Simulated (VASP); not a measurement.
# ZrS (Fm-3m) in VASP: notebook

Aim: see how the results for ZrS move with the level of theory and the settings. Levels: PBEsol, LDA. Tasks: electric field gradients.

Everything below comes from runs of VASP 6.6.1. Logs are shortened: lines on timing, memory, paths and dates and some standing lists are left out, and cuts for length are marked.

## Step 1: The structure

The structure is cubic, space group Fm-3m (No. 225). Conventional cell: a = 5.247 Å, b = 5.247 Å, c = 5.247 Å, α = 90.00°, β = 90.00°, γ = 90.00°. Zr (site symmetry m-3m) has 6 S at 2.62 Å as nearest neighbours. S (site symmetry m-3m) is surrounded by 6 Zr at 2.62 Å.

The cell comes from a database or a generator and needn't be the stable form of this composition.

## Step 2: Electric field gradients, PBEsol

File INCAR:

```
  PREC = Accurate
  ENCUT = 520
  EDIFF = 1E-8
  ISMEAR = -1
  SIGMA = 0.05
  LREAL = False
  LASPH = True
  NELM = 100
  ALGO = Normal
  ISIF = 2
  LWAVE = False
  LCHARG = False
  GGA = PS
  LEFG = True
  NBANDS = 16
```

File KPOINTS:

```
Automatic mesh
0
Gamma
  11 11 11
```

File POSCAR:

```
ZrS
1.0
    0.0000000000      2.6235080000      2.6235080000
    2.6235080000      0.0000000000      2.6235080000
    2.6235080000      2.6235080000      0.0000000000
Zr S
1 1
Direct
    0.0000000000      0.0000000000      0.0000000000
    0.5000000000      0.5000000000      0.5000000000
```

Potentials or basis: VASP PAW PBE potentials, release 64 (Zr_sv, S).

Command:

```sh
> cat potpaw_PBE.64/Zr_sv/POTCAR potpaw_PBE.64/S/POTCAR > POTCAR
> mpirun -np 1 vasp_std > vasp.out
```

OUTCAR:

```text
PREC = Accurate
   ENCUT = 520
   EDIFF = 1E-8
   ISMEAR = -1
   LREAL = False
   LASPH = True
   NELM = 100
   ISIF = 2
   GGA = PS

 ion  position               nearest neighbor table
   1  0.000  0.000  0.000-   2 2.62   2 2.62   2 2.62   2 2.62   2 2.62   2 2.62
   2  0.500  0.500  0.500-   1 2.62   1 2.62   1 2.62   1 2.62   1 2.62   1 2.62

  LATTYP: Found a face centered cubic cell.
 ALAT       =     5.2470160000

  Lattice vectors:

 A1 = (   0.0000000000,   2.6235080000,   2.6235080000)
 A2 = (   2.6235080000,   0.0000000000,   2.6235080000)
 A3 = (   2.6235080000,   2.6235080000,   0.0000000000)

Analysis of symmetry for initial positions (statically):
=====================================================================
 Subroutine PRICEL returns:
 Original cell was already a primitive cell.

 Routine SETGRP: Setting up the symmetry group for a
 face centered cubic supercell.

 Subroutine GETGRP returns: Found 48 space group operations
 (whereof 48 operations were pure point group operations)
 out of a pool of 48 trial point group operations.

The static configuration has the point symmetry O_h .

Analysis of symmetry for dynamics (positions and initial velocities):
=====================================================================
 Subroutine PRICEL returns:
 Original cell was already a primitive cell.

 Routine SETGRP: Setting up the symmetry group for a
 face centered cubic supercell.

 Subroutine GETGRP returns: Found 48 space group operations
 (whereof 48 operations were pure point group operations)
 out of a pool of 48 trial point group operations.

The dynamic configuration has the point symmetry O_h .

 Subroutine INISYM returns: Found 48 space group operations
 (whereof 48 operations are pure point group operations),
 and found     1 'primitive' translations

----------------------------------------------------------------------------------------

                                     Primitive cell

  volume of cell :      36.1141

  direct lattice vectors                    reciprocal lattice vectors
[... 123 lines left out ...]

 number of electron      18.0000000 magnetization

 Free energy of the ion-electron system (eV)
  ---------------------------------------------------
  ext. energy  EPLUGINS =         0.00000000
  ---------------------------------------------------
  free energy    TOTEN  =       -16.47673991 eV

  energy without entropy =      -16.46251672  energy(sigma->0) =      -16.46962831

 E-fermi :  10.6401     XC(G=0): -11.4680

 val. band max:       10.6195993474   @ k =  -0.4545   0.1818   0.0000
 cond. band min:      10.6642447928   @ k =   0.2727   0.1818   0.0000
 fundamental gap:      0.0446454454
 Fermi energy:        10.6401147973

 k-point     1 :       0.0000    0.0000    0.0000
  band No.  band energies     occupation
      1     -39.2527      2.00000
      2     -17.2488      2.00000
      3     -17.2488      2.00000
      4     -17.2488      2.00000
      5      -5.1985      2.00000
      6       7.1140      2.00000
[... 433 lines left out ...]
      3     -17.3180      2.00000
      4     -17.2616      2.00000
      5      -4.3251      2.00000
      6       4.0046      2.00000
[... 8 lines left out ...]
     15      18.7716      0.00000
     16      18.8803      0.00000

 [... further k-points ...]

------------------------ aborting loop because EDIFF is reached ----------------------------------------

  FORCE on cell =-STRESS in cart. coord.  units (eV):
  Direction    XX          YY          ZZ          XY          YZ          ZX
  --------------------------------------------------------------------------------------
  -------------------------------------------------------------------------------------
  Total       -1.3423296     -1.3423296     -1.3423296     -0.0000000     -0.0000000      0.0000000
  in kB      -59.5514810    -59.5514810    -59.5514810     -0.0000000     -0.0000000      0.0000000
  external PRESSURE =     -59.5514810 kB  Pullay stress =       0.0000000 kB

 VOLUME and BASIS-vectors are now :
 -----------------------------------------------------------------------------
  energy-cutoff  :      520.00
  volume of cell :       36.11
      direct lattice vectors                 reciprocal lattice vectors
     0.000000000  2.623508000  2.623508000    -0.190584515  0.190584515  0.190584515
     2.623508000  0.000000000  2.623508000     0.190584515 -0.190584515  0.190584515
     2.623508000  2.623508000  0.000000000     0.190584515  0.190584515 -0.190584515

 POSITION                                       TOTAL-FORCE (eV/Angst)
 -----------------------------------------------------------------------------------
      0.00000      0.00000      0.00000         0.000000      0.000000      0.000000
      2.62351      2.62351      2.62351        -0.000000     -0.000000     -0.000000
 -----------------------------------------------------------------------------------
    total drift:                                0.000000      0.000000      0.000000

  FREE ENERGIE OF THE ION-ELECTRON SYSTEM (eV)
  ---------------------------------------------------
  free  energy   TOTEN  =       -16.4767399081 eV

  energy  without entropy=      -16.4625167213  energy(sigma->0) =      -16.46962831

 Electric field gradients (V/A^2)
---------------------------------------------------------------------
 ion       V_xx      V_yy      V_zz      V_xy      V_xz      V_yz
---------------------------------------------------------------------
   1      -0.000     0.000     0.000    -0.000    -0.000    -0.000
   2       0.000    -0.000    -0.000    -0.000    -0.000    -0.000
---------------------------------------------------------------------

 Electric field gradients after diagonalization (V/A^2)
 (convention: |V_zz| > |V_xx| > |V_yy|)
----------------------------------------------------------------------
 ion       V_xx      V_yy      V_zz     asymmetry (V_yy - V_xx)/ V_zz
----------------------------------------------------------------------
   1       0.000     0.000    -0.000       0.000
   2       0.000     0.000    -0.001       0.000
----------------------------------------------------------------------

           NMR quadrupolar parameters

 Cq : quadrupolar parameter    Cq=e*Q*V_zz/h
 eta: asymmetry parameters     (V_yy - V_xx)/ V_zz
 Q  : nuclear electric quadrupole moment in mb (millibarn)
----------------------------------------------------------------------
 ion       Cq(MHz)       eta       Q (mb)
----------------------------------------------------------------------
   1      -0.000       0.000       1.000
   2      -0.000       0.000       1.000
----------------------------------------------------------------------
```

It took 20 s on 1 thread of Intel Xeon Platinum 8488C (Sapphire Rapids), shared host; peak memory 0.17 GiB.

What came out:

| Quantity | Value |
| --- | --- |
| Free energy | -16.4767 eV |
| Pressure | -6.0 GPa |
| Band gap on the k mesh | none (metal or under the smearing width) |

Electric field gradients, principal values (V/Å²):
```
atom    Vxx    Vyy     Vzz
1 Zr  0.000  0.000   0.000
 2 S  0.000  0.000  -0.001
```

Caveat: the PAW data sets were made with another functional, which shifts forces and pressure a little.

## Step 3: Electric field gradients, LDA

File INCAR:

```
PREC     = Accurate       # precision mode
ENCUT    = 520            # plane-wave cutoff, eV
EDIFF    = 1E-8           # SCF threshold, eV
ISMEAR   = -1             # smearing method
SIGMA    = 0.05           # smearing width, eV
LREAL    = False          # projectors in reciprocal space
LASPH    = True           # aspherical terms in the spheres
NELM     = 80             # most SCF steps
ALGO     = Normal         # electronic algorithm
ISIF     = 2              # what is computed and relaxed
LWAVE    = False          # write WAVECAR
LCHARG   = False          # write CHGCAR
LEFG     = True         
NBANDS   = 16             # bands
```

KPOINTS is that of step 2.

POSCAR is that of step 2.

Potentials or basis: VASP PAW LDA potentials, release 64 (Zr_sv, S).

Command:

```sh
> cat potpaw_LDA.64/Zr_sv/POTCAR potpaw_LDA.64/S/POTCAR > POTCAR
> mpirun -np 1 vasp_std > vasp.out
```

OUTCAR:

```text
PREC = Accurate
   ENCUT = 520
   EDIFF = 1E-8
   ISMEAR = -1
   LREAL = False
   LASPH = True
   NELM = 80
   ISIF = 2

 ion  position               nearest neighbor table
   1  0.000  0.000  0.000-   2 2.62   2 2.62   2 2.62   2 2.62   2 2.62   2 2.62
   2  0.500  0.500  0.500-   1 2.62   1 2.62   1 2.62   1 2.62   1 2.62   1 2.62

  LATTYP: Found a face centered cubic cell.
 ALAT       =     5.2470160000

  Lattice vectors:

 A1 = (   0.0000000000,   2.6235080000,   2.6235080000)
 A2 = (   2.6235080000,   0.0000000000,   2.6235080000)
 A3 = (   2.6235080000,   2.6235080000,   0.0000000000)

Analysis of symmetry for initial positions (statically):
[... 667 lines left out ...]

  energy  without entropy=      -17.0796794570  energy(sigma->0) =      -17.08678172

 Electric field gradients (V/A^2)
---------------------------------------------------------------------
 ion       V_xx      V_yy      V_zz      V_xy      V_xz      V_yz
---------------------------------------------------------------------
   1       0.000    -0.000    -0.000    -0.000    -0.000    -0.000
   2      -0.000    -0.000    -0.000    -0.000    -0.000    -0.000
---------------------------------------------------------------------

 Electric field gradients after diagonalization (V/A^2)
 (convention: |V_zz| > |V_xx| > |V_yy|)
----------------------------------------------------------------------
 ion       V_xx      V_yy      V_zz     asymmetry (V_yy - V_xx)/ V_zz
----------------------------------------------------------------------
   1       0.000     0.000    -0.000       0.000
   2       0.000     0.000    -0.001       0.000
----------------------------------------------------------------------

           NMR quadrupolar parameters

 Cq : quadrupolar parameter    Cq=e*Q*V_zz/h
 eta: asymmetry parameters     (V_yy - V_xx)/ V_zz
 Q  : nuclear electric quadrupole moment in mb (millibarn)
----------------------------------------------------------------------
 ion       Cq(MHz)       eta       Q (mb)
----------------------------------------------------------------------
   1      -0.000       0.000       1.000
   2      -0.000       0.000       1.000
----------------------------------------------------------------------
```

OSZICAR:

```text
N       E                     dE             d eps       ncg     rms          rms(c)
DAV:   1     0.122144308738E+03    0.12214E+03   -0.95765E+03  1792   0.110E+03
DAV:   2    -0.129937387125E+02   -0.13514E+03   -0.13060E+03  2392   0.284E+02
DAV:   3    -0.179351218118E+02   -0.49414E+01   -0.49154E+01  2720   0.489E+01
DAV:   4    -0.180284803538E+02   -0.93359E-01   -0.93326E-01  2400   0.608E+00
DAV:   5    -0.180303657430E+02   -0.18854E-02   -0.18854E-02  2584   0.678E-01    0.151E+01
DAV:   6    -0.171368108869E+02    0.89355E+00   -0.19453E+00  2192   0.957E+00    0.691E+00
DAV:   7    -0.171017510301E+02    0.35060E-01   -0.16783E-01  2488   0.265E+00    0.298E+00
DAV:   8    -0.170946213395E+02    0.71297E-02   -0.28542E-02  2104   0.103E+00    0.518E-01
DAV:   9    -0.170940242861E+02    0.59705E-03   -0.43946E-03  2128   0.369E-01    0.211E-01
DAV:  10    -0.170938880840E+02    0.13620E-03   -0.59118E-04  2224   0.228E-01    0.537E-02
DAV:  11    -0.170938843936E+02    0.36904E-05   -0.44124E-05  2216   0.533E-02    0.356E-02
DAV:  12    -0.170938841031E+02    0.29042E-06   -0.12902E-06  2520   0.864E-03    0.377E-03
DAV:  13    -0.170938839793E+02    0.12385E-06   -0.52023E-07  2392   0.603E-03    0.435E-03
DAV:  14    -0.170938839748E+02    0.45152E-08   -0.25422E-08  2008   0.128E-03
   1 F= -.17093884E+02 E0= -.17086782E+02  d E =-.142045E-01
```

Run time: 18 s. Hardware: 1 thread of Intel Xeon Platinum 8488C (Sapphire Rapids), shared host; peak memory 0.15 GiB.

What came out:

```
Free energy            : -17.0939 eV
Pressure               : -8.6 GPa
Band gap on the k mesh : none (metal or under the smearing width)
```

Electric field gradients, principal values (V/Å²):
```tsv
atom	Vxx	Vyy	Vzz
1 Zr	0.000	0.000	0.000
2 S	0.000	0.000	-0.001
```
